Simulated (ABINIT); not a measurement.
Runs of ABINIT 10.8.3 (patched build) on Hf. The structure is cubic, space group Im-3m (No. 229). The conventional cell has a = 3.610 Å, b = 3.610 Å, c = 3.610 Å, α = 90.00°, β = 90.00°, γ = 90.00°. Hf (site symmetry m-3m) is surrounded by 8 Hf at 3.13 Å. This isn't the form of Hf at room conditions, which is hcp.

| potentials or basis | cutoff (eV) | fine-grid cutoff | gap on the mesh (eV) | pressure (GPa) |
| --- | --- | --- | --- | --- |
| JTH PAW PBE v2.0 | 626 | 1224.51 eV | none | -5.5 |
| Ansatz PAW PBE default generated set, frozen core | 490 | 979.61 eV | none | -5.5 |
| SG15 NC PBE v1.2 | 980 | - | none | (a) |
| Ansatz NC r2SCAN | 1469 | - | none | -5.5 |
| PseudoDojo NC SR PBE v0.4.1 standard | 952 | - | none | -6.9 |

Alike in all rows: task single point; level r2SCAN; no spin polarisation; cell as given; k mesh 10 × 10 × 10; smearing fermi-dirac 0.05 eV.

**Question.** Fill in the values left out.

**Answer.** (a) -11.5.

Caveats: the PAW data sets were made with another functional, which shifts forces and pressure a little (some runs); the potentials were made for another functional, which shifts forces and pressure (some runs); a meta-GGA on potentials with a model core is unreliable (some runs).

A k mesh can miss the band edges, and the runs leave out spin-orbit coupling on Hf.

A gap of «none» marks a metal or a gap under the smearing width.

The runs don't all hold the same shells in valence.
